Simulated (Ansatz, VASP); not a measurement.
Al in VASP and in Ansatz

INCAR

```
PREC = Accurate
ENCUT = 520
EDIFF = 1E-6
ISMEAR = -1
SIGMA = 0.05
LREAL = F
LASPH = T
NELM = 100
ALGO = Normal
ISIF = 2
LWAVE = F
LCHARG = T
GGA = PE
LELF = T
LVHAR = T
NBANDS = 14
```

Contents of KPOINTS:

```
Automatic mesh
0
Gamma
  10 10 7
```

POSCAR

```
Al
1.0
    4.1929766563      0.0000000000      0.0000000000
   -2.0964883281      3.6312243018      0.0000000000
    0.0000000000      0.0000000000      5.2719595400
Al
4
Direct
    0.0000000000      0.0000000000      0.0000000000
    0.0000000000      0.0000000000      0.5000000000
    0.3333333333      0.6666666667      0.2500000000
    0.6666666667      0.3333333333      0.7500000000
```

Input for Ansatz:

```yaml
crystal:
  lattice:
    - [4.1929766563, 0.0, 0.0]
    - [-2.0964883281, 3.6312243018, 0.0]
    - [0.0, 0.0, 5.27195954]
  atoms:
    - { symbol: Al, position: [0.0, 0.0, 0.0] }
    - { symbol: Al, position: [0.0, 0.0, 0.5] }
    - { symbol: Al, position: [0.3333333333, 0.6666666667, 0.25] }
    - { symbol: Al, position: [0.6666666667, 0.3333333333, 0.75] }
kpoints:
  mp_grid: { grid: [10, 10, 7] }
scf:
  occupations: { method: fermi_dirac, width: 0.05 }
hamiltonian:
  xc: pbe
  pseudopotentials: { kind: nc }
output:
  forces: true
  stress: true
  eigenvalues: true
```

Change from the starting cell: volume scaled by 1, norm-conserving files.

Alike in both runs: task single point; functional PBE; k mesh 10 × 10 × 7; occupations fermi-dirac, width 0.05 eV; no spin polarisation.

|  | VASP | Ansatz |
| --- | --- | --- |
| version | VASP 6.6.1 | Ansatz 0.2.0 |
| potentials or method | VASP PAW PBE potentials, release 64 (Al) | norm-conserving pseudopotentials, scalar-relativistic |
| plane-wave cutoff (eV) | 520 | 544 |
| valence electrons in the cell | 12 | 12 |

```csv
,VASP,Ansatz,Ansatz less VASP
pressure (GPa),0.0,0.0,0.00
```
